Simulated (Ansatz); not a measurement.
# From the elastic tensor of InP at 18 GPa (stress–strain coefficients) to moduli and sound speeds

Theory: DFT LDA, scalar-relativistic, plane waves, PAW in Ansatz. Settings: 420 eV plane-wave cutoff, Γ-centred 14×14×14 mesh, Fermi-Dirac smearing of 0.15 eV. No spin polarisation.

It takes space group Fm-3m (No. 225, cubic). The conventional cell has a = 5.165 Å, b = 5.165 Å, c = 5.165 Å, α = 90.00°, β = 90.00°, γ = 90.00°. Around In (site symmetry m-3m) lie 6 P at 2.58 Å. P (site symmetry m-3m) is surrounded by 6 In at 2.58 Å.

In a metal, frequencies and elastic constants depend on the k mesh and the smearing, soft modes and shear constants most. Other phases may be more stable at this pressure.

Relaxed-ion constants (GPa, on the Cartesian axes of the calculation):
C11 = 332.6, C12 = 84.2, C13 = 84.2, C22 = 332.6, C23 = 84.2, C33 = 332.6, C44 = 35.2, C55 = 35.2, C66 = 35.2 GPa; the others vanish.

Density 7.027 g/cm³; 2 atoms in 34.45 Å³.

The values that follow are for a polycrystal of randomly turned grains, by Hill's mean where one number stands. In a crystal this anisotropic the Voigt and Reuss bounds lie far apart, so Hill's mean and the sound speeds and Debye temperature from it are rough.

| Property | Result |
| --- | --- |
| Bulk modulus, Voigt / Reuss / Hill | 167.0 / 167.0 / 167.0 GPa |
| Shear modulus, Voigt / Reuss / Hill | 70.8 / 49.3 / 60.1 GPa |
| Young's modulus | 161 GPa |
| Poisson ratio | 0.339 |
| Pugh ratio B/G | 2.78 |
| Universal anisotropy index | 2.18 |
| Longitudinal and transverse sound speeds | 5930 and 2924 m/s |
| Debye temperature from the mean sound speed | 378 K |

This rock-salt form isn't the usual stable structure of the compound at low pressure.

Cost: 1 run of about 0.81 core-minutes, on Intel Xeon Platinum 8488C (Sapphire Rapids) (shared hosts).